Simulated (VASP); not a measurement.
# SiMo3 (P4/mmm) in VASP: relaxation of cell and atoms with PBE

Aim: the relaxation of cell and atoms of SiMo3 with PBE.

All numbers are computed with VASP 6.6.1; they aren't measurements. Logs are shortened: lines on timing, memory, paths and dates and some standing lists are left out, and cuts for length are marked.

### 1 The crystal as given

Symmetry: P4/mmm, No. 123, tetragonal system. The conventional cell has a = 3.279 Å, b = 3.279 Å, c = 6.332 Å, α = 90.00°, β = 90.00°, γ = 90.00°. Si (site symmetry 4/mmm) is surrounded by 10 Mo at 2.76 to 3.17 Å. Around Mo (site symmetry 4mm) lie 4 Si at 2.76 Å and 5 Mo at 2.86 to 3.00 Å. Around Mo (site symmetry 4/mmm) lie 12 Mo at 2.86 to 3.28 Å and 2 Si at 3.17 Å.

The cell was built by a generator and needn't be a form met in nature.

### 2 Relaxation of cell and atoms, PBE

File INCAR:

```
SYSTEM = SiMo3
ALGO = Fast ; EDIFF = 1E-4
EDIFFG = -0.08 ; ENCUT = 520
GGA = PE ; IBRION = 2
ISIF = 3 ; ISMEAR = 0
LASPH = .True. ; LCHARG = .False.
LREAL = .False. ; LWAVE = .False.
NELM = 60 ; NSW = 24
PREC = Normal ; SIGMA = 0.15
```

File KPOINTS:

```
k-points
0
Gamma
  6 6 4
  0 0 0
```

File POSCAR:

```
SiMo3
1.0
    3.2787489100      0.0000000000      0.0000000000
    0.0000000000      3.2787489100      0.0000000000
    0.0000000000      0.0000000000      6.3317472900
Si Mo
1 3
Direct
    0.0000000000      0.0000000000      0.0000000000
    0.5000000000      0.5000000000      0.2365449100
    0.5000000000      0.5000000000      0.7634550900
    0.0000000000      0.0000000000      0.5000000000
```

Potentials or basis: VASP PAW PBE potentials, release 64 (Si, Mo_sv).

On the command line:

```sh
cat potpaw_PBE.64/Si/POTCAR potpaw_PBE.64/Mo_sv/POTCAR > POTCAR
mpirun -np 1 vasp_std > vasp.out
```

OUTCAR:

```text
SYSTEM = SiMo3
   EDIFF = 1E-4
   EDIFFG = -0.08
   ENCUT = 520
   GGA = PE
   IBRION = 2
   ISIF = 3
   ISMEAR = 0
   LASPH = .True.
   LREAL = .False.
   NELM = 60
   NSW = 24
   PREC = Normal

 ion  position               nearest neighbor table
   1  0.000  0.000  0.000-   2 2.76   3 2.76   2 2.76   3 2.76   2 2.76   3 2.76   2 2.76   3 2.76
                             4 3.17   4 3.17
   2  0.500  0.500  0.237-   1 2.76   1 2.76   1 2.76   1 2.76   4 2.86   4 2.86   4 2.86   4 2.86
                             3 3.00   3 3.34
   3  0.500  0.500  0.763-   1 2.76   1 2.76   1 2.76   1 2.76   4 2.86   4 2.86   4 2.86   4 2.86
                             2 3.00   2 3.34
   4  0.000  0.000  0.500-   2 2.86   3 2.86   2 2.86   3 2.86   2 2.86   3 2.86   2 2.86   3 2.86
                             1 3.17   1 3.17

  LATTYP: Found a simple tetragonal cell.
 ALAT       =     3.2787489100
 C/A-ratio  =     1.9311473564

  Lattice vectors:

 A1 = (   3.2787489100,   0.0000000000,   0.0000000000)
 A2 = (   0.0000000000,   3.2787489100,   0.0000000000)
 A3 = (   0.0000000000,   0.0000000000,   6.3317472900)

Analysis of symmetry for initial positions (statically):
=====================================================================
 Subroutine PRICEL returns:
 Original cell was already a primitive cell.

 Routine SETGRP: Setting up the symmetry group for a
 simple tetragonal supercell.

 Subroutine GETGRP returns: Found 16 space group operations
 (whereof 16 operations were pure point group operations)
 out of a pool of 16 trial point group operations.

The static configuration has the point symmetry D_4h.

Analysis of symmetry for dynamics (positions and initial velocities):
=====================================================================
 Subroutine PRICEL returns:
 Original cell was already a primitive cell.

 Routine SETGRP: Setting up the symmetry group for a
 simple tetragonal supercell.

 Subroutine GETGRP returns: Found 16 space group operations
 (whereof 16 operations were pure point group operations)
 out of a pool of 16 trial point group operations.

The dynamic configuration has the point symmetry D_4h.

 Subroutine INISYM returns: Found 16 space group operations
 (whereof 16 operations are pure point group operations),
 and found     1 'primitive' translations

----------------------------------------------------------------------------------------

                                     Primitive cell

  volume of cell :      68.0675

  direct lattice vectors                    reciprocal lattice vectors
     3.278748910  0.000000000  0.000000000     0.304994383  0.000000000  0.000000000
     0.000000000  3.278748910  0.000000000     0.000000000  0.304994383  0.000000000
     0.000000000  0.000000000  6.331747290     0.000000000  0.000000000  0.157934288

  length of vectors
     3.278748910  3.278748910  6.331747290     0.304994383  0.304994383  0.157934288

  position of ions in fractional coordinates (direct lattice)
     0.000000000  0.000000000  0.000000000
     0.500000000  0.500000000  0.236544910
     0.500000000  0.500000000  0.763455090
     0.000000000  0.000000000  0.500000000

  ion indices of the primitive-cell ions
   primitive index   ion index
                 1           1
                 2           2
                 3           3
                 4           4

----------------------------------------------------------------------------------------

 KPOINTS: k-points

Automatic generation of k-mesh.
 Grid dimensions read from file:
 generate k-points for:    6    6    4

 Generating k-lattice:

  Cartesian coordinates                     Fractional coordinates (reciprocal lattice)
     0.050832397  0.000000000  0.000000000     0.166666667  0.000000000  0.000000000
     0.000000000  0.050832397  0.000000000     0.000000000  0.166666667  0.000000000
     0.000000000  0.000000000  0.039483572     0.000000000  0.000000000  0.250000000

  Length of vectors
     0.050832397  0.050832397  0.039483572

  Shift w.r.t. Gamma in fractional coordinates (k-lattice)
     0.000000000  0.000000000  0.000000000

 Subroutine IBZKPT returns following result:
 ===========================================

 Found     30 irreducible k-points:

 Following reciprocal coordinates:
            Coordinates               Weight
  0.000000  0.000000  0.000000      1.000000
  0.166667  0.000000  0.000000      4.000000
  0.333333  0.000000  0.000000      4.000000
  0.500000  0.000000  0.000000      2.000000
  0.166667  0.166667  0.000000      4.000000
  0.333333  0.166667  0.000000      8.000000
[... 16 lines left out ...]
  0.333333  0.000000  0.500000      4.000000
  0.500000  0.000000  0.500000      2.000000
 [... further k-points ...]
   k-points           NKPTS =     30   k-points in BZ     NKDIM =     30   number of bands    NBANDS=     27
   number of dos      NEDOS =    301   number of ions     NIONS =      4
   total plane-waves  NPLWV =  11664
   dimension x,y,z NGX =    18 NGY =   18 NGZ =   36
   dimension x,y,z NGXF=    36 NGYF=   36 NGZF=   72
   ions per type =               1   3
   NGX,Y,Z   is equivalent  to a cutoff of   9.13,  9.13,  9.45 a.u.
   NGXF,Y,Z  is equivalent  to a cutoff of  18.25, 18.25, 18.90 a.u.
 SYSTEM =  SiMo3
   PREC   = normal    normal or accurate (medium, high low for compatibility)
   ISTART =      0    job   : 0-new  1-cont  2-samecut
   ICHARG =      2    charge: 1-file 2-atom 10-const
   ISPIN  =      1    spin polarized calculation?
   LNONCOLLINEAR =      F non collinear calculations
   LSORBIT =      F    spin-orbit coupling
   LASPH  =      T    aspherical Exc in radial PAW
   ENCUT  =  520.0 eV  38.22 Ry    6.18 a.u.   6.10  6.10 11.77*2*pi/ulx,y,z
   NELM   =     60;   NELMIN=  2; NELMDL= -5     # of ELM steps
   EDIFF  = 0.1E-03   stopping-criterion for ELM
   LREAL  =      F    real-space projection
   EDIFFG = -.8E-01   stopping-criterion for IOM
   NSW    =     24    number of steps for IOM
   IBRION =      2    ionic relax: 0-MD 1-quasi-New 2-CG
   NFREE  =      1    steps in history (QN), initial steepest desc. (CG)
   ISIF   =      3    stress and relaxation
   ISYM   =      2    0-nonsym 1-usesym 2-fastsym
   POTIM  = 0.5000    time-step for ionic-motion
   TEBEG  =    0.0;   TEEND  =   0.0 temperature during run
   PSTRESS=    0.0 pullay stress
   NELECT =      46.0000    total number of electrons
   NUPDOWN=      -1.0000    fix difference up-down
   EMIN   =  10.00;   EMAX   =-10.00  energy-range for DOS
   EFERMI =   0.00;   METHOD = LEGACY
   ISMEAR =     0;   SIGMA  =   0.15  broadening in eV -4-tet -1-fermi 0-gaus
   EFERMI_NEDOS =   21; number of points for ismear=-14 and -15
   IALGO  =     68    algorithm
   IMIX   =      4    mixing-type and parameters
     AMIX     =   0.40;   BMIX     =  1.00
     AMIX_MAG =   1.60;   BMIX_MAG =  1.00
  volume/ion in A,a.u.               =      17.02       114.84
  Fermi-wavevector in a.u.,A,eV,Ry     =   1.436638  2.714853 28.081472  2.063930
  Thomas-Fermi vector in A             =   2.555805
   LORBIT       =      0    0 simple, 1 ext, 2 COOP (PROOUT), +10 PAW based schemes
   GGA     = PE    functional components
   LHFCALC =     F    Hartree Fock is set to
   AEXX    =    0.0000 exact exchange contribution
   IVDW    =     0    specifies the selected vdW correction
   LEPSILON=     F    determine dielectric tensor
   LRPA    =     F    only Hartree local field effects (RPA)
 conjugate gradient relaxation of ions
 non-spin polarized calculation
 RMM-DIIS sequential band-by-band and
 Gauss-broadening in eV      SIGMA  =   0.15
  energy-cutoff  :      520.00
  volume of cell :       68.07
 maximum number of plane-waves:      1856
   NGX = 13   NGY = 13   NGZ = 23

--------------------------------------- Ionic step        1  -------------------------------------------

 number of electron      45.9999983 magnetization

 Free energy of the ion-electron system (eV)
  ---------------------------------------------------
  ext. energy  EPLUGINS =         0.00000000
  ---------------------------------------------------
  free energy    TOTEN  =       -37.66438187 eV

  energy without entropy =      -37.60347657  energy(sigma->0) =      -37.63392922

------------------------ aborting loop because EDIFF is reached ----------------------------------------

  FORCE on cell =-STRESS in cart. coord.  units (eV):
  Direction    XX          YY          ZZ          XY          YZ          ZX
  --------------------------------------------------------------------------------------
  -------------------------------------------------------------------------------------
  Total       -8.0535126     -8.0535126    -12.6353255      0.0000000      0.0000000      0.0000000
  in kB     -189.5640730   -189.5640730   -297.4110666      0.0000000      0.0000000      0.0000000
  external PRESSURE =    -225.5130709 kB  Pullay stress =       0.0000000 kB
[... 95 lines left out ...]
  FREE ENERGIE OF THE ION-ELECTRON SYSTEM (eV)
  ---------------------------------------------------
  free  energy   TOTEN  =       -38.3517321594 eV

  energy  without entropy=      -38.3017666360  energy(sigma->0) =      -38.32674940

[... ionic steps 4 to 10 ...]

--------------------------------------- Ionic step       11  -------------------------------------------

 number of electron      45.9999953 magnetization

------------------------ aborting loop because EDIFF is reached ----------------------------------------
[... 71 lines left out ...]
--------------------------------------- Ionic step       13  -------------------------------------------

 number of electron      45.9999968 magnetization

 Free energy of the ion-electron system (eV)
  ---------------------------------------------------
  ext. energy  EPLUGINS =         0.00000000
  ---------------------------------------------------
  free energy    TOTEN  =       -38.52293189 eV

  energy without entropy =      -38.49924508  energy(sigma->0) =      -38.51108848

 E-fermi :  12.1139     XC(G=0): -12.9536

 val. band max:       12.0877058803   @ k =   0.3333   0.3333   0.2500
 cond. band min:      12.1795399979   @ k =   0.5000   0.3333   0.5000
 fundamental gap:      0.0918341176
 Fermi energy:        12.1138931012

 k-point     1 :       0.0000    0.0000    0.0000
  band No.  band energies     occupation
      1     -48.9180      2.00000
      2     -48.6464      2.00000
      3     -48.6297      2.00000
      4     -23.1846      2.00000
      5     -23.1486      2.00000
      6     -23.1486      2.00000
[... 709 lines left out ...]
     26      13.5713      0.00000
     27      13.9916      0.00000

 [... further k-points ...]

------------------------ aborting loop because EDIFF is reached ----------------------------------------

  FORCE on cell =-STRESS in cart. coord.  units (eV):
  Direction    XX          YY          ZZ          XY          YZ          ZX
  --------------------------------------------------------------------------------------
  -------------------------------------------------------------------------------------
  Total       -0.1750434     -0.1750434     -0.0951712      0.0000000     -0.0000000      0.0000000
  in kB       -4.6530700     -4.6530700     -2.5298770      0.0000000     -0.0000000      0.0000000
  external PRESSURE =      -3.9453390 kB  Pullay stress =       0.0000000 kB
[... 19 lines left out ...]
  FREE ENERGIE OF THE ION-ELECTRON SYSTEM (eV)
  ---------------------------------------------------
  free  energy   TOTEN  =       -38.5229318920 eV

  energy  without entropy=      -38.4992450773  energy(sigma->0) =      -38.51108848

 reached required accuracy - stopping structural energy minimisation
```

Run time: 2.2 min. Hardware: 1 thread of Intel Xeon Platinum 8488C (Sapphire Rapids), shared host; peak memory 0.16 GiB.

What came out:

* Free energy: -38.5229 eV
* Relaxed volume: 15.07 Å³/atom
* Relaxed cell: a = 3.271 Å, b = 3.271 Å, c = 5.634 Å, α = 90.00°, β = 90.00°, γ = 90.00°
* Space group after relaxing (to 0.05 Å): P4/mmm (No. 123)
* Energy gained by relaxing: 214.6 meV/atom
* Ionic steps: 13
* Pressure after relaxing: -0.4 GPa
* Largest force after relaxing: 0.062 eV/Å
* Band gap on the k mesh: none (metal or under the smearing width)

Forces in eV/Å, atoms in the order of the input:
```
Si   0.000  0.000  0.000
Mo   0.000  0.000  0.062
Mo   0.000  0.000 -0.062
Mo   0.000  0.000  0.000
```

Stress tensor (GPa, compression positive):
```
-0.47  0.00  0.00
 0.00 -0.47  0.00
 0.00  0.00 -0.25
```

Step by step:
| step | energy change (eV) | largest force (eV/Å) | pressure (GPa) | volume (Å³) |
| --- | --- | --- | --- | --- |
| 1 | 0.0000 | 0.3092 | -22.55 | 68.07 |
| 2 | 2.4499 | 0.6074 | 97.37 | 47.03 |
| 3 | -0.6874 | 0.0932 | -1.28 | 60.43 |
| 4 | -0.6926 | 0.0703 | 0.60 | 59.96 |
| 5 | -0.6932 | 0.0736 | 0.29 | 59.80 |
| 6 | -0.0144 | 0.2625 | 37.80 | 53.17 |
| 7 | -0.6929 | 0.0458 | 1.58 | 59.61 |
| 8 | -0.8095 | 0.2755 | 2.25 | 59.59 |
| 9 | -0.8409 | 0.4652 | 3.26 | 59.50 |
| 10 | -0.8430 | 0.4465 | 3.07 | 59.52 |
| 11 | -0.8228 | 0.0263 | -6.60 | 62.03 |
| 12 | -0.8552 | 0.2613 | -0.69 | 60.49 |
| 13 | -0.8586 | 0.0622 | -0.39 | 60.27 |

Final structure:
```
Si Mo
1.0
     3.27084    0.00000    0.00000
     0.00000    3.27084    0.00000
     0.00000    0.00000    5.63376
Si Mo
1 3
Direct
  0.00000 0.00000 0.00000
  0.50000 0.50000 0.23407
  0.50000 0.50000 0.76593
  0.00000 0.00000 0.50000
```

Caveat: the relaxation stopped at a loose force limit of 0.08 eV/Å, so its end isn't a converged minimum.
